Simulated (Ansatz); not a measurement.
**MgO: a vibration from a frozen displacement**

The calculation used Ansatz, DFT PBE, scalar-relativistic, plane waves, PAW. Settings: plane waves to 420 eV, k-mesh 10×10×10 (Γ-centred), Gaussian smearing 0.05 eV. No spin polarisation. Energies are free energies at this smearing, counted from the undisturbed cell; pressure is positive in compression.

Zero of the scan (as given, not relaxed at this level; it stands at -1.7 GPa):

```yaml
crystal:
  lattice:
    - [0.00000, 2.13515, 2.13515]
    - [2.13515, 0.00000, 2.13515]
    - [2.13515, 2.13515, 0.00000]
  atoms:
    - { symbol: Mg, position: [0.00000, 0.00000, 0.00000] }
    - { symbol: O, position: [0.50000, 0.50000, 0.50000] }
```

Every Mg atom is moved by x along the Cartesian unit vector (0.000, 0.000, -1.000); the cell and all other atoms stay fixed. The cell's volume is 19.47 Å³; the moved atoms weigh 24.305 u together and the others 15.999 u. Some rows repeat others by symmetry and weren't run.

| x (Å) | ΔE (meV/cell) | total force on the moved atoms along the move (eV/Å) | pressure (GPa) |
| --- | --- | --- | --- |
| -0.3000 | 273.04 | 2.3331 | 6.8857 |
| -0.2625 | 195.42 | 1.8240 | 4.6756 |
| -0.2250 | 135.09 | 1.4073 | 2.8614 |
| -0.1875 | 88.93 | 1.0659 | 1.3982 |
| -0.1500 | 54.40 | 0.7845 | 0.2493 |
| -0.1125 | 29.51 | 0.5493 | -0.6150 |
| -0.0750 | 12.78 | 0.3479 | -1.2169 |
| -0.0375 | 3.14 | 0.1685 | -1.5719 |
| 0.0000 | 0.00 | 0.0000 | -1.6894 |
| 0.0375 | 3.14 | -0.1685 | -1.5719 |
| 0.0750 | 12.78 | -0.3479 | -1.2169 |
| 0.1125 | 29.51 | -0.5493 | -0.6150 |
| 0.1500 | 54.40 | -0.7845 | 0.2493 |
| 0.1875 | 88.93 | -1.0659 | 1.3982 |
| 0.2250 | 135.09 | -1.4073 | 2.8614 |
| 0.2625 | 195.42 | -1.8240 | 4.6756 |
| 0.3000 | 273.04 | -2.3331 | 6.8857 |

What frequency belongs to this motion?

The force constant is k = −dF/dx = 4.493 eV/Å², from the parabola through x = -0.0375, 0 and 0.0375. In every cell the moved atoms swing against the rest, so the mass is μ = m₁m₂/(m₁ + m₂) = 9.648 u, and ν̃ = 521.5 cm⁻¹ × √(|k|/μ) = 356 cm⁻¹, at this cell's pressure of -1.7 GPa. To first order in x, and within 1 %, the force on every atom lies along the move and, within each of the two groups, in proportion to the atom's mass, so this is itself a mode at the zone centre of this cell, taken without macroscopic field (the transverse frequency in a polar insulator).

How far does the harmonic law reach?

At x = -0.300 Å, kx²/2 = 202.20 meV against the computed 273.04 meV (+35.0 %): the well stiffens in this direction at large amplitude.

The pressure changes with x². What does that say about the frequency under compression?

With E = k(V)x²/2, k ∝ V^(−2γ) and x scaling with the cell as V^(1/3), P − P0 = −∂E/∂V = (2γ − 2/3) ΔE/V. At x = 0.0750 Å, V(P − P0) = 19.47 × 0.47245 / 160.2 eV = 57.41 meV and ΔE = 12.78 meV, so γ = 1/3 + V(P − P0)/(2ΔE) = 2.58. This is the Grüneisen parameter of the motion under uniform scaling of the cell: shrinking the cell evenly by 1 % in volume raises the frequency by about 2.58 %.